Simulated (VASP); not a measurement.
# Sc (P6_3/mmc) in VASP: further runs

Aim: see how the results for Sc move with the level of theory and the settings. Levels: PBE+D3+U, LDA+U, r2SCAN+rVV10+U. Tasks: band structure, optical spectrum, density of states.

All numbers are computed with VASP 6.6.1; they aren't measurements. Logs are shortened: lines on timing, memory, paths and dates and some standing lists are left out, and cuts for length are marked.

**1. The structure**

Symmetry: P6_3/mmc, No. 194, hexagonal system. The conventional cell has a = 3.309 Å, b = 3.309 Å, c = 5.273 Å, α = 90.00°, β = 90.00°, γ = 120.00°. Sc (site symmetry -6m2) has 12 Sc at 3.26 to 3.31 Å as nearest neighbours.

**2. Band structure, PBE+D3+U (atoms moved at random, drawn with an rms of 0.15 Å)**

Input file run.py:

```python
from ase.calculators.vasp import Vasp
from ase.dft.bandgap import bandgap
from ase.io import read

atoms = read('Sc.cif')
calc = Vasp(
    directory='calc',
    xc='pbe',
    pp='PBE',
    setups='minimal',
    prec='Accurate',
    encut=500,
    ediff=1e-06,
    ismear=0,
    sigma=0.05,
    lreal=False,
    lasph=True,
    nelm=80,
    algo='Normal',
    isif=2,
    lwave=False,
    lcharg=True,
    lmaxmix=4,
    ldautype=1,
    ldauprint=1,
    ivdw=11,
    ldau_luj={'Sc': {'L': 2, 'U': 2, 'J': 0.9}},
    kpts=[9, 9, 5],
    gamma=True,
)
atoms.calc = calc

print('energy (eV):', atoms.get_potential_energy())
print('free energy (eV):', atoms.get_potential_energy(force_consistent=True))
efermi = calc.get_fermi_level()
print('Fermi level (eV):', efermi)
path = atoms.cell.bandpath(npoints=60, eps=1e-4)
print('path:', path.path)
calc.set(kpts=path.kpts, reciprocal=True, icharg=11, isym=0, lcharg=False)
calc.calculate(atoms)
print('gap on the path (eV):', bandgap(calc, efermi=efermi)[0])
print('direct gap on the path (eV):', bandgap(calc, efermi=efermi, direct=True)[0])
```

Input file Sc.cif:

```cif
data_Sc
_cell_length_a 3.30900000
_cell_length_b 3.30900000
_cell_length_c 5.27330000
_cell_angle_alpha 90.00000000
_cell_angle_beta 90.00000000
_cell_angle_gamma 120.00000000
_space_group_name_H-M_alt 'P1'
_space_group_name_Hall 'P 1'
_space_group_IT_number 1
loop_
_space_group_symop_operation_xyz
'x,y,z'
loop_
_atom_site_label
_atom_site_type_symbol
_atom_site_symmetry_multiplicity
_atom_site_Wyckoff_symbol
_atom_site_fract_x
_atom_site_fract_y
_atom_site_fract_z
_atom_site_occupancy
Sc1 Sc 1 a 0.5985010000 0.3015700000 0.7326180000 1
Sc2 Sc 1 a 0.2980790000 0.6582250000 0.2637880000 1
```

Potentials or basis: VASP PAW PBE potentials, release 64 (Sc_sv).

Run with:

```sh
python run.py
```

What it wrote:

```text
energy (eV): -11.998513719999998
free energy (eV): -12.00121969
Fermi level (eV): 3.74224377
path: GMKGALHA,LM,KH
gap on the path (eV): 0.0
direct gap on the path (eV): 0.0
```

OUTCAR:

```text
ENCUT = 500.000000
   EDIFF = 1.00e-06
   GGA = PE
   PREC = Accurate
   ICHARG = 11
   ISIF = 2
   ISMEAR = 0
   ISYM = 0
   NELM = 80
   IVDW = 11
   LASPH = .TRUE.
   LREAL = .FALSE.
 IVDW          = 11

 ion  position               nearest neighbor table
   1  0.599  0.302  0.733-   2 3.08   2 3.11   2 3.18   2 3.35   2 3.38
   2  0.298  0.658  0.264-   1 3.08   1 3.11   1 3.18   1 3.35   1 3.38

IMPORTANT INFORMATION: All symmetrisations will be switched off!
NOSYMM: (Re-)initialisation of all symmetry stuff for point group C_1.

----------------------------------------------------------------------------------------

                                     Primitive cell

  volume of cell :      50.0042

  direct lattice vectors                    reciprocal lattice vectors
     3.309000000  0.000000000  0.000000000     0.302206105  0.174478776  0.000000000
    -1.654500000  2.865678061  0.000000000     0.000000000  0.348957552  0.000000000
     0.000000000  0.000000000  5.273300000     0.000000000  0.000000000  0.189634574

  length of vectors
     3.309000000  3.309000000  5.273300000     0.348957552  0.348957552  0.189634574

  position of ions in fractional coordinates (direct lattice)
     0.598501000  0.301570000  0.732618000
     0.298079000  0.658225000  0.263788000

  ion indices of the primitive-cell ions
   primitive index   ion index
                 1           1
                 2           2

----------------------------------------------------------------------------------------

 KPOINTS: KPOINTS created by Atomic Simulation Env

Read explicit list of k-points.

 Found     60 k-points:

 Following reciprocal coordinates:
            Coordinates               Weight
  0.000000  0.000000  0.000000      0.016667
  0.071429  0.000000  0.000000      0.016667
  0.142857  0.000000  0.000000      0.016667
  0.214286  0.000000  0.000000      0.016667
  0.285714  0.000000  0.000000      0.016667
  0.357143  0.000000  0.000000      0.016667
[... 16 lines left out ...]
  0.000000  0.000000  0.250000      0.016667
  0.000000  0.000000  0.375000      0.016667
 [... further k-points ...]
   k-points           NKPTS =     60   k-points in BZ     NKDIM =     60   number of bands    NBANDS=     15
   number of dos      NEDOS =    301   number of ions     NIONS =      2
   total plane-waves  NPLWV =  23040
   dimension x,y,z NGX =    24 NGY =   24 NGZ =   40
   dimension x,y,z NGXF=    48 NGYF=   48 NGZF=   80
   ions per type =               2
   NGX,Y,Z   is equivalent  to a cutoff of  12.06, 12.06, 12.61 a.u.
   NGXF,Y,Z  is equivalent  to a cutoff of  24.12, 24.12, 25.22 a.u.
 SYSTEM =  unknown system
   PREC   = accura    normal or accurate (medium, high low for compatibility)
   ISTART =      0    job   : 0-new  1-cont  2-samecut
   ICHARG =     11    charge: 1-file 2-atom 10-const
   ISPIN  =      1    spin polarized calculation?
   LNONCOLLINEAR =      F non collinear calculations
   LSORBIT =      F    spin-orbit coupling
   LASPH  =      T    aspherical Exc in radial PAW
   ENCUT  =  500.0 eV  36.75 Ry    6.06 a.u.   6.03  6.03  9.61*2*pi/ulx,y,z
   NELM   =     80;   NELMIN=  2; NELMDL=  0     # of ELM steps
   EDIFF  = 0.1E-05   stopping-criterion for ELM
   LREAL  =      F    real-space projection
   EDIFFG = 0.1E-04   stopping-criterion for IOM
   NSW    =      0    number of steps for IOM
   IBRION =     -1    ionic relax: 0-MD 1-quasi-New 2-CG
   NFREE  =      0    steps in history (QN), initial steepest desc. (CG)
   ISIF   =      2    stress and relaxation
   ISYM   =      0    0-nonsym 1-usesym 2-fastsym
   POTIM  = 0.5000    time-step for ionic-motion
   TEBEG  =    0.0;   TEEND  =   0.0 temperature during run
   PSTRESS=    0.0 pullay stress
   NELECT =      22.0000    total number of electrons
   NUPDOWN=      -1.0000    fix difference up-down
[... 57 lines left out ...]
  o =  0.0943  v = -0.7496  0.1290  0.3270  0.5426 -0.1417  0.0000  0.0000  0.0000  0.0000  0.0000      0.0000  0.0000  0.0000  0.0000  0.0000  0.0000  0.0000  0.0000  0.0000  0.0000
  o =  0.1066  v = -0.2901  0.0777 -0.9229  0.0772 -0.2284  0.0000  0.0000  0.0000  0.0000  0.0000      0.0000  0.0000  0.0000  0.0000  0.0000  0.0000  0.0000  0.0000  0.0000  0.0000
  o =  0.1066  v =  0.0000  0.0000  0.0000  0.0000  0.0000 -0.2901  0.0777 -0.9229  0.0772 -0.2284      0.0000  0.0000  0.0000  0.0000  0.0000  0.0000  0.0000  0.0000  0.0000  0.0000

atom =   2  type =  1  l = 2

 onsite density matrix

spin component  1

  0.0945  0.0005  0.0032 -0.0012  0.0022
  0.0005  0.0890 -0.0010  0.0020 -0.0019
  0.0032 -0.0010  0.1047 -0.0007  0.0032
 -0.0012  0.0020 -0.0007  0.0928  0.0005
  0.0022 -0.0019  0.0032  0.0005  0.0903

spin component  2

  0.0945  0.0005  0.0032 -0.0012  0.0022
  0.0005  0.0890 -0.0010  0.0020 -0.0019
  0.0032 -0.0010  0.1047 -0.0007  0.0032
 -0.0012  0.0020 -0.0007  0.0928  0.0005
  0.0022 -0.0019  0.0032  0.0005  0.0903

 occupancies and eigenvectors

  o =  0.0865  v =  0.2298 -0.7259  0.0325  0.3241 -0.5606  0.0000  0.0000  0.0000  0.0000  0.0000      0.0000  0.0000  0.0000  0.0000  0.0000  0.0000  0.0000  0.0000  0.0000  0.0000
  o =  0.0865  v =  0.0000  0.0000  0.0000  0.0000  0.0000  0.2298 -0.7259  0.0325  0.3241 -0.5606      0.0000  0.0000  0.0000  0.0000  0.0000  0.0000  0.0000  0.0000  0.0000  0.0000
  o =  0.0906  v = -0.1604 -0.5566 -0.1688  0.2132  0.7684  0.0000  0.0000  0.0000  0.0000  0.0000      0.0000  0.0000  0.0000  0.0000  0.0000  0.0000  0.0000  0.0000  0.0000  0.0000
  o =  0.0906  v =  0.0000  0.0000  0.0000  0.0000  0.0000 -0.1604 -0.5566 -0.1688  0.2132  0.7684      0.0000  0.0000  0.0000  0.0000  0.0000  0.0000  0.0000  0.0000  0.0000  0.0000
  o =  0.0932  v =  0.0000  0.0000  0.0000  0.0000  0.0000 -0.5247 -0.3750  0.1089 -0.7411 -0.1516      0.0000  0.0000  0.0000  0.0000  0.0000  0.0000  0.0000  0.0000  0.0000  0.0000
  o =  0.0932  v = -0.5247 -0.3750  0.1089 -0.7411 -0.1516  0.0000  0.0000  0.0000  0.0000  0.0000      0.0000  0.0000  0.0000  0.0000  0.0000  0.0000  0.0000  0.0000  0.0000  0.0000
  o =  0.0943  v =  0.0000  0.0000  0.0000  0.0000  0.0000 -0.7496  0.1290  0.3270  0.5426 -0.1417      0.0000  0.0000  0.0000  0.0000  0.0000  0.0000  0.0000  0.0000  0.0000  0.0000
  o =  0.0943  v = -0.7496  0.1290  0.3270  0.5426 -0.1417  0.0000  0.0000  0.0000  0.0000  0.0000      0.0000  0.0000  0.0000  0.0000  0.0000  0.0000  0.0000  0.0000  0.0000  0.0000
  o =  0.1066  v = -0.2901  0.0777 -0.9229  0.0772 -0.2284  0.0000  0.0000  0.0000  0.0000  0.0000      0.0000  0.0000  0.0000  0.0000  0.0000  0.0000  0.0000  0.0000  0.0000  0.0000
  o =  0.1066  v =  0.0000  0.0000  0.0000  0.0000  0.0000 -0.2901  0.0777 -0.9229  0.0772 -0.2284      0.0000  0.0000  0.0000  0.0000  0.0000  0.0000  0.0000  0.0000  0.0000  0.0000

 number of electron      21.9999997 magnetization

 Free energy of the ion-electron system (eV)
  ---------------------------------------------------
  ext. energy  EPLUGINS =         0.00000000
  ---------------------------------------------------
  free energy    TOTEN  =       394.49099228 eV

  energy without entropy =      394.49175201  energy(sigma->0) =      394.49137214

 number of electron      21.9999997 magnetization

 Free energy of the ion-electron system (eV)
  ---------------------------------------------------
  ext. energy  EPLUGINS =         0.00000000
  ---------------------------------------------------
  free energy    TOTEN  =       -11.95358070 eV

  energy without entropy =      -11.94885972  energy(sigma->0) =      -11.95122021

 E-fermi :   3.7900     XC(G=0):  -9.8344

 val. band max:        3.7810536829   @ k =   0.4375   0.0000   0.5000
 cond. band min:       3.7990283955   @ k =   0.0741   0.0741   0.0000
 fundamental gap:      0.0179747126
 Fermi energy:         3.7900002432

 k-point     1 :       0.0000    0.0000    0.0000
  band No.  band energies     occupation
      1     -46.0235      2.00000
      2     -45.9550      2.00000
      3     -24.8245      2.00000
      4     -24.5032      2.00000
      5     -24.4870      2.00000
      6     -24.4377      2.00000
      7     -24.4271      2.00000
      8     -24.4129      2.00000
      9      -1.5070      2.00000
     10       2.0600      2.00000
     11       3.9874      0.00000
     12       5.3987      0.00000
     13       5.4541      0.00000
     14       5.5966      0.00000
[... 401 lines left out ...]
      2     -45.9695      2.00000
      3     -24.7219      2.00000
      4     -24.5223      2.00000
      5     -24.4874      2.00000
      6     -24.4760      2.00000
      7     -24.4475      2.00000
      8     -24.4428      2.00000
      9      -0.6386      2.00000
     10       0.6811      2.00000
     11       4.2397      0.00000
     12       5.2150      0.00000
     13       5.3124      0.00000
     14       5.3274      0.00000
     15       5.4665      0.00000

 [... further k-points ...]

------------------------ aborting loop because EDIFF is reached ----------------------------------------

 Edisp (eV)   -0.53241

 E8    (eV) :    -0.3071

  FORCE on cell =-STRESS in cart. coord.  units (eV):
  Direction    XX          YY          ZZ          XY          YZ          ZX
  --------------------------------------------------------------------------------------
  -------------------------------------------------------------------------------------
  Total       0.15638    -1.49152    -0.22325     2.31594     0.06681    -0.15379
  in kB       5.01051   -47.78940    -7.15324    74.20482     2.14067    -4.92750
  external pressure =      -16.64 kB  Pullay stress =        0.00 kB

 VOLUME and BASIS-vectors are now :
 -----------------------------------------------------------------------------
  energy-cutoff  :      500.00
  volume of cell :       50.00
      direct lattice vectors                 reciprocal lattice vectors
     3.309000000  0.000000000  0.000000000     0.302206105  0.174478776  0.000000000
    -1.654500000  2.865678061  0.000000000     0.000000000  0.348957552  0.000000000
     0.000000000  0.000000000  5.273300000     0.000000000  0.000000000  0.189634574

 POSITION                                       TOTAL-FORCE (eV/Angst)
 -----------------------------------------------------------------------------------
      1.48149      0.86420      3.86331        -0.565407     -0.226487      0.691659
     -0.10269      1.88626      1.39103         0.565407      0.226487     -0.691659
 -----------------------------------------------------------------------------------
    total drift:                               -0.000011      0.000068      0.000016

  FREE ENERGIE OF THE ION-ELECTRON SYSTEM (eV)
  ---------------------------------------------------
  free  energy   TOTEN  =       -12.4859945527 eV

  energy  without entropy=      -12.4812735755  energy(sigma->0) =      -12.48363406
```

INCAR:

```text
ENCUT = 500.000000
SIGMA = 0.050000
EDIFF = 1.00e-06
ALGO = Normal
GGA = PE
PREC = Accurate
ICHARG = 11
ISIF = 2
ISMEAR = 0
ISYM = 0
LDAUPRINT = 1
LDAUTYPE = 1
LMAXMIX = 4
NELM = 80
IVDW = 11
LASPH = .TRUE.
LCHARG = .FALSE.
LWAVE = .FALSE.
LREAL = .FALSE.
LDAU = .TRUE.
LDAUL = 2
LDAUU = 2.000
LDAUJ = 0.900
```

Wall time 1.8 min (1 thread of Intel Xeon Platinum 8488C (Sapphire Rapids), shared host); peak memory 0.17 GiB.

Results:

| Property | Result |
| --- | --- |
| Band gap along the path | none (metal or under the smearing width) |
| Dispersion energy per atom | -0.266 eV |

Levels at the corners of the path, in eV from the Fermi level:
| point | band 8 | band 9 | band 10 | band 11 | band 12 | band 13 | band 14 | band 15 |
| --- | --- | --- | --- | --- | --- | --- | --- | --- |
| Γ | -28.16 | -5.25 | -1.68 | 0.25 | 1.66 | 1.71 | 1.85 | 2.06 |
| M | -28.21 | -1.69 | -1.07 | -0.67 | -0.37 | 1.43 | 1.48 | 1.99 |
| K | -28.28 | -0.70 | -0.68 | -0.67 | -0.31 | 1.00 | 1.14 | 2.07 |
| Γ | -28.16 | -5.25 | -1.68 | 0.25 | 1.66 | 1.71 | 1.85 | 2.05 |
| A | -28.19 | -3.84 | -3.68 | 0.59 | 1.37 | 1.60 | 1.63 | 1.65 |
| L | -28.24 | -1.46 | -1.39 | -0.12 | 0.01 | 1.16 | 1.50 | 2.24 |
| H | -28.22 | -0.56 | -0.21 | -0.14 | -0.06 | 0.24 | 0.30 | 2.18 |
| A | -28.19 | -3.84 | -3.68 | 0.59 | 1.37 | 1.60 | 1.63 | 1.64 |
| L | -28.24 | -1.46 | -1.39 | -0.12 | 0.01 | 1.16 | 1.50 | 2.24 |
| M | -28.21 | -1.69 | -1.07 | -0.67 | -0.37 | 1.43 | 1.48 | 1.99 |
| K | -28.28 | -0.70 | -0.68 | -0.67 | -0.31 | 1.00 | 1.14 | 2.07 |
| H | -28.22 | -0.56 | -0.21 | -0.14 | -0.06 | 0.24 | 0.30 | 2.18 |

Caveat: the log is that of the step along the path at fixed density, whose energy, stress, charges and moments have no meaning; U without spin polarisation on a metal has little footing; pairwise dispersion overbinds metals, which lowers pressure and volume; the U is typed as a test and isn't derived for this compound.

(Continued in part 2 of 2.)
